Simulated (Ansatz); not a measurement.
Relaxation of a periodic cell of 23 atoms, H4C19 (surface graphene monolayer, adsorbate CH4), to a largest force component of 0.03 eV/Å in at most 60 steps.

All numbers below come from DFT LDA, scalar-relativistic, plane waves, PAW in Ansatz 0.2.0. Settings: cutoff 420 eV, k mesh 2x2x1, fermi-dirac smearing 0.02 eV, no spin polarisation.

```xyz
23
Lattice="7.3980 0.0000 0.0000 -3.6990 6.4069 0.0000 0.0000 0.0000 12.0000" Properties=species:S:1:pos:R:3
C 0.000 0.000 1.000
C 1.233 0.712 1.000
C -1.233 2.136 1.000
C 0.000 2.847 1.000
C -2.466 4.271 1.000
C -1.233 4.983 1.000
C 2.466 0.000 1.000
C 3.699 0.712 1.000
C 1.233 2.136 1.000
C 2.466 2.847 1.000
C 0.000 4.271 1.000
C 1.233 4.983 1.000
C 4.932 0.000 1.000
C 6.165 0.712 1.000
C 3.699 2.136 1.000
C 4.932 2.847 1.000
C 2.466 4.271 1.000
C 3.699 4.983 1.000
C 0.583 4.561 3.090
H 1.490 5.047 2.730
H -0.296 5.100 2.730
H 0.544 3.531 2.730
H 0.583 4.561 4.180
```

Question: Where does it end, and by what steps?

Answer: The forces met the threshold. The force dipped under the threshold on the way, but the program's further checks kept it going. Limits of this set-up: coarse k mesh, slab without dipole correction, no dispersion correction for a molecule that may bind weakly. After 13 steps the energy has fallen by 2.399 eV; H20 moved furthest, 1.03 Å.

```
step  energy less start (eV)  largest force component (eV/Å)  accepted
   0                  0.0000                           3.877       yes
   1                 -1.4891                           1.288       yes
   2                 -2.0371                           0.393       yes
   3                 -2.2453                           0.461       yes
   4                 -2.3709                           0.238       yes
   5                 -2.3921                           0.296       yes
   6                 -2.3710                           0.576        no
   7                 -2.3960                           0.146       yes
   8                 -2.3973                           0.043       yes
   9                 -2.3976                           0.028       yes
  10                 -2.3982                           0.031       yes
  11                 -2.3984                           0.021       yes
  12                 -2.3990                           0.015       yes
  13                 -2.3993                           0.017       yes
```

```xyz
23
Lattice="7.3980 0.0000 0.0000 -3.6990 6.4069 0.0000 0.0000 0.0000 12.0000" Properties=species:S:1:pos:R:3
C -0.080 -0.056 0.769
C 1.138 0.647 0.772
C -1.318 2.065 0.768
C -0.080 2.780 0.765
C -2.561 4.212 0.768
C -1.317 4.929 0.765
C 2.382 -0.070 0.771
C 3.619 0.644 0.769
C 1.138 2.076 0.770
C 2.381 2.794 0.769
C -0.080 4.215 0.756
C 1.138 4.919 0.753
C 4.837 -0.060 0.761
C 6.080 0.658 0.767
C 3.619 2.079 0.771
C 4.837 2.783 0.768
C 2.381 4.201 0.761
C 3.619 4.915 0.767
C 0.892 4.784 3.937
H 1.841 5.270 3.675
H 0.059 5.358 3.510
H 0.879 3.766 3.524
H 0.789 4.740 5.028
```

Time of the run: 55 s on 1 thread of AMD EPYC 9R14 (Zen 4) (shared host), peak memory 0.68 GiB.
